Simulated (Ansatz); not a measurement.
**Response to strain in NaF**

Base system: NaF in the rock salt structure (space group Fm-3m, No. 225).

```yaml
crystal:
  lattice:
    - [0.00000, 2.31454, 2.31454]
    - [2.31454, 0.00000, 2.31454]
    - [2.31454, 2.31454, 0.00000]
  atoms:
    - { symbol: Na, position: [0.00000, 0.00000, 0.00000] }
    - { symbol: F, position: [0.50000, 0.50000, 0.50000] }
```

Cartesian axes are those of the cell as printed.

Strains are applied to the cell and any free atomic positions relax.

Level of theory: PBEsol, PAW, 420 eV (Ansatz, a first-principles code; no spin-orbit coupling).

Notes on the quantities. energy relative to the base: free energy F.

```csv
variant,energy relative to the base,band gap,volume per atom
base,0 meV/atom,6.20 eV,12.40 Å³
tensor shear ε_xy = +0.29 %,0.0 meV/atom,6.19 eV,12.40 Å³
tensor shear ε_xy = +2.00 %,+1.7 meV/atom,6.14 eV,12.39 Å³
tensor shear ε_xy = +1.71 %,___,___,12.40 Å³
tensor shear ε_xy = +0.86 %,+0.3 meV/atom,6.17 eV,12.40 Å³
tensor shear ε_xy = +0.57 %,+0.1 meV/atom,6.18 eV,12.40 Å³
tensor shear ε_xy = +1.14 %,+0.6 meV/atom,6.16 eV,12.40 Å³
```

Complete the table.


- tensor shear ε_xy = +1.71 %, energy relative to the base: +1.2 meV/atom
- tensor shear ε_xy = +1.71 %, band gap: 6.15 eV

Stability against distortions was not tested.
